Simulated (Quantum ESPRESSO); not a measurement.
A run of Quantum ESPRESSO 7.5:

File pw.in:

```
&CONTROL
  calculation = 'scf'
  prefix = 'pwscf'
  outdir = './tmp'
  pseudo_dir = './pseudo'
  tprnfor = .true.
  tstress = .true.
  disk_io = 'low'
/
&SYSTEM
  ibrav = 0
  A = 2.86350669
  nat = 1
  ntyp = 1
  ecutwfc = 75
  nbnd = 11
  occupations = 'smearing'
  smearing = 'fd'
  degauss = 0.00367493
/
&ELECTRONS
  conv_thr = 2d-10
  electron_maxstep = 120
  mixing_beta = 0.5
/
ATOMIC_SPECIES
Al    26.9815 Al_ONCV_PBE-1.2.upf
CELL_PARAMETERS alat
   0.0000000000    0.7071067817    0.7071067817
   0.7071067817    0.0000000000    0.7071067817
   0.7071067817    0.7071067817    0.0000000000
ATOMIC_POSITIONS alat
Al     0.0000000000    0.0000000000    0.0000000000
K_POINTS automatic
11 11 11 0 0 0
```

pp_density.in

```
&INPUTPP
  prefix = 'pwscf'
  outdir = './tmp'
  filplot = 'density.dat'
  plot_num = 0
/
&PLOT
  nfile = 1
  filepp(1) = 'density.dat'
  iflag = 3
  output_format = 6
  fileout = 'density.cube'
/
```

File pp_potential.in:

```
&INPUTPP
  prefix = 'pwscf'
  outdir = './tmp'
  filplot = 'potential.dat'
  plot_num = 11
/
&PLOT
  nfile = 1
  filepp(1) = 'potential.dat'
  iflag = 3
  output_format = 6
  fileout = 'potential.cube'
/
```

File pp_elf.in:

```
&INPUTPP
  prefix = 'pwscf'
  outdir = './tmp'
  filplot = 'elf.dat'
  plot_num = 8
/
&PLOT
  nfile = 1
  filepp(1) = 'elf.dat'
  iflag = 3
  output_format = 6
  fileout = 'elf.cube'
/
```

Contents of bands.in:

```
&CONTROL
  calculation = 'bands'
  prefix = 'pwscf'
  outdir = './tmp'
  pseudo_dir = './pseudo'
  disk_io = 'low'
  verbosity = 'high'
/
&SYSTEM
  ibrav = 0
  A = 2.86350669
  nat = 1
  ntyp = 1
  ecutwfc = 75
  nbnd = 11
  occupations = 'smearing'
  smearing = 'fd'
  degauss = 0.00367493
/
&ELECTRONS
  conv_thr = 1d-08
  electron_maxstep = 120
  mixing_beta = 0.5
  diago_full_acc = .true.
  startingwfc = 'random'
/
ATOMIC_SPECIES
Al    26.9815 Al_ONCV_PBE-1.2.upf
CELL_PARAMETERS alat
   0.0000000000    0.7071067817    0.7071067817
   0.7071067817    0.0000000000    0.7071067817
   0.7071067817    0.7071067817    0.0000000000
ATOMIC_POSITIONS alat
Al     0.0000000000    0.0000000000    0.0000000000
K_POINTS crystal
60
 0.0000000000  0.0000000000  0.0000000000 1
 0.0625000000  0.0000000000  0.0625000000 1
 0.1250000000  0.0000000000  0.1250000000 1
 0.1875000000  0.0000000000  0.1875000000 1
 0.2500000000  0.0000000000  0.2500000000 1
 0.3125000000  0.0000000000  0.3125000000 1
 0.3750000000  0.0000000000  0.3750000000 1
 0.4375000000  0.0000000000  0.4375000000 1
 0.5000000000  0.0000000000  0.5000000000 1
 0.5000000000  0.0625000000  0.5625000000 1
 0.5000000000  0.1250000000  0.6250000000 1
 0.5000000000  0.1875000000  0.6875000000 1
 0.5000000000  0.2500000000  0.7500000000 1
 0.4375000000  0.3125000000  0.7500000000 1
 0.3750000000  0.3750000000  0.7500000000 1
 0.3375000000  0.3375000000  0.6750000000 1
 0.3000000000  0.3000000000  0.6000000000 1
 0.2625000000  0.2625000000  0.5250000000 1
 0.2250000000  0.2250000000  0.4500000000 1
 0.1875000000  0.1875000000  0.3750000000 1
 0.1500000000  0.1500000000  0.3000000000 1
 0.1125000000  0.1125000000  0.2250000000 1
 0.0750000000  0.0750000000  0.1500000000 1
 0.0375000000  0.0375000000  0.0750000000 1
 0.0000000000  0.0000000000  0.0000000000 1
 0.0625000000  0.0625000000  0.0625000000 1
 0.1250000000  0.1250000000  0.1250000000 1
 0.1875000000  0.1875000000  0.1875000000 1
 0.2500000000  0.2500000000  0.2500000000 1
 0.3125000000  0.3125000000  0.3125000000 1
 0.3750000000  0.3750000000  0.3750000000 1
 0.4375000000  0.4375000000  0.4375000000 1
 0.5000000000  0.5000000000  0.5000000000 1
 0.5250000000  0.4500000000  0.5250000000 1
 0.5500000000  0.4000000000  0.5500000000 1
 0.5750000000  0.3500000000  0.5750000000 1
 0.6000000000  0.3000000000  0.6000000000 1
 0.6250000000  0.2500000000  0.6250000000 1
 0.5833333333  0.2500000000  0.6666666667 1
 0.5416666667  0.2500000000  0.7083333333 1
 0.5000000000  0.2500000000  0.7500000000 1
 0.5000000000  0.2857142857  0.7142857143 1
 0.5000000000  0.3214285714  0.6785714286 1
 0.5000000000  0.3571428571  0.6428571429 1
 0.5000000000  0.3928571429  0.6071428571 1
 0.5000000000  0.4285714286  0.5714285714 1
 0.5000000000  0.4642857143  0.5357142857 1
 0.5000000000  0.5000000000  0.5000000000 1
 0.4821428571  0.4821428571  0.5357142857 1
 0.4642857143  0.4642857143  0.5714285714 1
 0.4464285714  0.4464285714  0.6071428571 1
 0.4285714286  0.4285714286  0.6428571429 1
 0.4107142857  0.4107142857  0.6785714286 1
 0.3928571429  0.3928571429  0.7142857143 1
 0.3750000000  0.3750000000  0.7500000000 1
 0.6250000000  0.2500000000  0.6250000000 1
 0.5937500000  0.1875000000  0.5937500000 1
 0.5625000000  0.1250000000  0.5625000000 1
 0.5312500000  0.0625000000  0.5312500000 1
 0.5000000000  0.0000000000  0.5000000000 1
```

Potentials or basis: SG15 PBE 1.2.

Command:

```console
$ OMP_NUM_THREADS=1 pw.x -in pw.in > pw.out
$ OMP_NUM_THREADS=1 pp.x -in pp_density.in > pp_density.out
$ OMP_NUM_THREADS=1 pp.x -in pp_potential.in > pp_potential.out
$ OMP_NUM_THREADS=1 pp.x -in pp_elf.in > pp_elf.out
$ OMP_NUM_THREADS=1 pw.x -in bands.in > bands.out
```

Hardware: 1 thread of Arm Neoverse V1, on a shared host.

Task: Estimate the wall time of this run.

Result: Run time: 17 s on 1 thread of Arm Neoverse V1, on a shared host, peak memory 0.09 GiB. Counts: scf iterations 7, k pools 1, bands 11, k points 56, g dense 9841.
